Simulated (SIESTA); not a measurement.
Wanted: an ASE script for a SIESTA 5.4.2 run.

| Property | Result |
| --- | --- |
| Task | band structure |
| Functional | LDA |
| Potentials or basis | PseudoDojo 0.4 standard (LDA files) |
| Basis | DZP (energy shift 0.003 Ry; two zetas on semicore shells) |
| Grid cutoff | 800 Ry |
| Energy shift | 0.003 Ry |
| k mesh | 7 × 7 × 4 |
| Occupations | fermi-dirac, width 0.05 eV |
| Spin | no spin polarisation |

The system is CdSe (Cadmoselite).

```
Cd Se
1.0
     4.30000    0.00000    0.00000
    -2.15000    3.72391    0.00000
     0.00000    0.00000    7.02000
Cd Se
2 2
Direct
  0.66667 0.33333 0.50000
  0.33333 0.66667 0.00000
  0.66667 0.33333 0.88500
  0.33333 0.66667 0.38500
```

The input as run:

run.py

```python
from ase import Atoms
from ase.calculators.siesta import Siesta
from ase.units import Ry, GPa

atoms = Atoms(
    ['Cd', 'Cd', 'Se', 'Se'],
    cell=[
        [4.3, 0.0, 0.0],
        [-2.15, 3.7239092363, 0.0],
        [0.0, 0.0, 7.02],
    ],
    scaled_positions=[
        [0.6666666667, 0.3333333333, 0.5],
        [0.3333333333, 0.6666666667, 0.0],
        [0.6666666667, 0.3333333333, 0.885],
        [0.3333333333, 0.6666666667, 0.385],
    ],
    pbc=True,
)

fdf = {
    'SCFMustConverge': False,
    'OccupationFunction': 'FD',
    'ElectronicTemperature': '0.05 eV',
    'MaxSCFIterations': '120',
    'SCF.Mixer.Method': 'Pulay',
    'SCF.Mixer.Weight': '0.25',
    'SCF.Mixer.History': '8',
    'SCF.DM.Tolerance': '5.0e-05',
    'SCF.H.Tolerance': '1.0e-03 eV',
    'WriteForces': 'true',
    'Charge.Mulliken': 'end',
    'BandLinesScale': 'ReciprocalLatticeVectors',
    'BandLines': ['  1    0.000000   0.000000   0.000000  \\Gamma', ' 11    0.500000   0.000000   0.000000  M', '  7    0.333333   0.333333   0.000000  K', ' 13    0.000000   0.000000   0.000000  \\Gamma', '  6    0.000000   0.000000   0.500000  A', ' 11    0.500000   0.000000   0.500000  L', '  7    0.333333   0.333333   0.500000  H', ' 13    0.000000   0.000000   0.500000  A', '  1    0.500000   0.000000   0.500000  L', '  6    0.500000   0.000000   0.000000  M', '  1    0.333333   0.333333   0.000000  K', '  6    0.333333   0.333333   0.500000  H'],
    'PAO.Basis': ['Cd.1 5', 'n=4 0 2', '  2.630 0.000', 'n=5 0 2', '  7.445 0.000', 'n=4 1 2', '  2.973 0.000', 'n=5 1 1', '  7.445', 'n=4 2 2', '  4.594 0.000', 'Se.2 4', 'n=4 0 2', '  5.129 0.000', 'n=4 1 2', '  6.695 0.000', 'n=3 2 2', '  2.657 0.000', 'n=4 2 1', '  6.695'],
}
calc = Siesta(
    label="CdSe",
    command="siesta < PREFIX.fdf > PREFIX.out",
    pseudo_path="pseudos",
    pseudo_qualifier="",
    xc=('LDA', 'PW92'),
    basis_set="DZP",
    mesh_cutoff=800 * Ry,
    energy_shift=0.003 * Ry,
    kpts=[7, 7, 4],
    spin="non-polarized",
    fdf_arguments=fdf,
)
atoms.calc = calc

print(f"energy = {atoms.get_potential_energy():.6f} eV")
free = atoms.get_potential_energy(force_consistent=True)
print(f"free energy = {free:.6f} eV")
print("forces (eV/A):")
print(atoms.get_forces(apply_constraint=False).round(6))
print("stress (GPa, Voigt order, tension positive):", (atoms.get_stress() / GPa).round(4))
```

Potentials or basis: PseudoDojo 0.4 standard (LDA files), DZP (energy shift 0.003 Ry; two zetas on semicore shells).

Run with:

```sh
$ python run.py
```

It gave:

```
Pressure                : -1.6 GPa
Largest force           : 0.297 eV/Å
Band gap on the k mesh  : 0.66 eV, direct
Band gap along the path : 0.66 eV, direct
```

Caveat: the basis of atomic orbitals isn't converged, which shifts pressures, moduli and gaps.

Run time: 33 s on 1 thread of Intel(R) Xeon(R) 6975P-C (Granite Rapids), on a shared host, peak memory 0.38 GiB.
